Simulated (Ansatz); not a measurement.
The following input was run with Ansatz 0.2.0.

```yaml
crystal:
  lattice:
    - [4.7223984701, 0.0, 0.0]
    - [0.0, 6.6946584777, 0.0]
    - [0.0, 0.0, 4.6932959631]
  atoms:
    - { symbol: Na, position: [0.0, 0.0, 0.24181587] }
    - { symbol: Na, position: [0.5, 0.5, 0.75818413] }
    - { symbol: I, position: [0.0, 0.5, 0.26234625] }
    - { symbol: I, position: [0.5, 0.0, 0.73765375] }
basis:
  ecutwfc: 420
kpoints:
  mp_grid: { grid: [6, 4, 6] }
hamiltonian:
  xc: pbe
scf:
  occupations: { method: gaussian, width: 0.02 }
output:
  forces: true
  stress: true
  eigenvalues: true
  populations: true
```

Run as
```bash
ansatz run input.yaml --threads 1 --pin off --max-ram 1331MiB --backend cpu --events-out ev --progress --plain --runs-dir out
```

These are results of DFT PBE, scalar-relativistic, plane waves, PAW in Ansatz 0.2.0, not measurements.

Abridged output:

```
Pseudopotentials: kind: paw
Pseudopotential: Na, paw, valence charge 9, recommended cutoff 420 eV (normal)
Pseudopotential: I, paw, valence charge 17, recommended cutoff 420 eV (normal)
Functional definition: PBE
Crystal: 4 atoms, lattice volume = 148.378 Å³
Basis set: ecut = 420 eV, 2895 PW (Γ), exchange–correlation on 64×90×64 points (8 copies of the dense FFT grid, shifted against one another)
Bands: 32, of which v1, the nominal top of the filled ones, is band 26 counted from 1 (25 counted from 0)
Symmetry: 8 space group operations
Space group: Pmmn (ITA 59), of the structure as read, at distance tolerance 5.3e-5 Å
k-points: 48 of 144
Initial density: superposition of atomic densities (neutral atoms: chi_scale 0, normalization atom), corrected by the library's trained network
Initial wavefunctions: pseudopotential atomic-orbital guess
Functional: x = pbe(κ = 0.804, μ = 0.21951497), c = pbe(β = 0.06672455)
SCF iter   1: F=—  HF=-18003.742400 eV  |F-HF|=—  |Δ(HF+E_count)|=         —  Δρ=5.14e-4  dr2=7.51e-4  ethr=1.77e-3  ⟨swp⟩=8.6  Hψ=7141  notcnv=0
SCF iter   2: F=—  HF=-18003.741838 eV  |F-HF|=—  |Δ(HF+E_count)|=   5.62e-4  Δρ=5.78e-4  dr2=1.03e-3  ethr=1.44e-6  ⟨swp⟩=3.0  Hψ=3916  notcnv=0  defer=80
SCF iter   3: F=—  HF=-18003.741617 eV  |F-HF|=—  |Δ(HF+E_count)|=   2.21e-4  Δρ=3.98e-4  dr2=5.15e-4  ethr=1.44e-6  ⟨swp⟩=1.5  Hψ=1952  notcnv=0  defer=80
SCF iter   4: F=—  HF=-18003.741501 eV  |F-HF|=—  |Δ(HF+E_count)|=   1.16e-4  Δρ=1.81e-4  dr2=9.83e-5  ethr=9.89e-7  ⟨swp⟩=2.0  Hψ=1785  notcnv=0  defer=80
SCF iter   5: F=—  HF=-18003.741504 eV  |F-HF|=—  |Δ(HF+E_count)|=   3.13e-6  Δρ=1.89e-5  dr2=6.71e-7  ethr=1.89e-7  ⟨swp⟩=3.0  Hψ=2724  notcnv=0  defer=80
SCF iter   6: F=-18003.741506 eV  HF=-18003.741506 eV  |F-HF|=1.90e-8  |Δ(HF+E_count)|=   1.42e-6  Δρ=5.76e-6  dr2=4.25e-8  ethr=1.92e-10  ⟨swp⟩=8.0  Hψ=8486  notcnv=0
SCF 1 converged in 6 iterations: F = -18003.741506 eV  dr2 = 4.25e-8
SCF converged after 6 iterations
Free energy (F): -18003.741506 eV
Harris-Foulkes:  -18003.741506 eV  (|F-HF|=1.90e-8)
Internal energy: -18003.741506 eV  (E = F + TS)
E sigma→0 (E₀):  -18003.741506 eV
Fermi energy:    3.968327 eV
--- Per-component energies (eV) ---
  E_band       = -1267.264766
  E_kinetic    = 618.166292
  E_local      = -6928.085274  (includes V_loc(G=0)·N_el)
  E_nonlocal   = 49.603877
  E_hartree    = 3133.093648
  E_xc         = -333.863261
  E_vxc        = -357.064808  (∫ρ·V_xc dr)
  E_paw        = -10160.604109  (= ΣΔE_a)
  E_vpaw       = -916.062159  (= ΣTr[D̂ρ^β])
  E_aug_tail   = -0.000078  (compensation charges beyond the density's cutoff)
  E_ewald      = -4382.052601
  E_smearing   =  0.000000  (= −TS)
--- Forces (eV/Å), atoms counted from 1 ---
  atom   1  Na     0.00000000     0.00000000    -0.00203072
  atom   2  Na     0.00000000     0.00000000     0.00203072
  atom   3  I      0.00000000     0.00000000    -0.04721942
  atom   4  I      0.00000000     0.00000000     0.04721942
--- Stress (GPa, compression-positive) ---
       -0.843554       0.000000       0.000000
        0.000000      -0.881218       0.000000
        0.000000       0.000000      -0.773202
  P = ⅓ Tr σ = -0.8327 GPa (-8.327 kbar)
--- Band table (eV; the first three rows and the last of 48) ---
  k-point 0: bands = ["-48.3975", "-48.3975", "-40.7046", "-40.7045", "-40.7037", "-40.7037", "-40.7018", "-40.7018", "-40.7016", "-40.7015", "-40.7009", "-40.7008", "-20.3112", "-20.3093", "-20.3088", "-20.3087", "-20.3083", "-20.3077", "-8.5526", "-8.2580", "0.6275", "1.6126", "1.6499", "2.2410", "2.2593", "2.2628", "5.6738", "6.6819", "7.9776", "10.1634", "10.1757", "10.2303"]
  k-point 1: bands = ["-48.3975", "-48.3974", "-40.7045", "-40.7045", "-40.7037", "-40.7037", "-40.7018", "-40.7017", "-40.7016", "-40.7015", "-40.7009", "-40.7008", "-20.3110", "-20.3097", "-20.3088", "-20.3088", "-20.3086", "-20.3077", "-8.5134", "-8.2553", "0.7338", "1.3612", "1.6716", "1.8292", "2.1640", "2.2234", "6.2352", "7.0535", "8.4387", "9.7415", "10.3288", "10.3509"]
  k-point 2: bands = ["-48.3975", "-48.3975", "-40.7046", "-40.7045", "-40.7037", "-40.7037", "-40.7017", "-40.7017", "-40.7016", "-40.7015", "-40.7009", "-40.7008", "-20.3105", "-20.3104", "-20.3099", "-20.3092", "-20.3083", "-20.3077", "-8.4189", "-8.2646", "0.9137", "1.0290", "1.1571", "1.8239", "1.8766", "2.1547", "7.3039", "7.7541", "9.1347", "9.3134", "9.7313", "10.2006"]
  k-point 47: bands = ["-48.3974", "-48.3974", "-40.7045", "-40.7045", "-40.7037", "-40.7037", "-40.7016", "-40.7016", "-40.7016", "-40.7016", "-40.7008", "-40.7008", "-20.3102", "-20.3102", "-20.3098", "-20.3098", "-20.3094", "-20.3094", "-8.2491", "-8.2491", "1.0508", "1.0508", "1.0521", "1.0521", "1.4907", "1.4907", "7.8349", "7.8349", "9.6247", "9.6247", "9.6266", "9.6266"]
--- Löwdin populations: 4 sites ---
  site symbol q [e]
     0     Na      8.3569
     1     Na      8.3569
     2      I     17.6041
     3      I     17.6041
  spilling = 0.001500 (of n_electrons = 52.000000)
```

The run converged.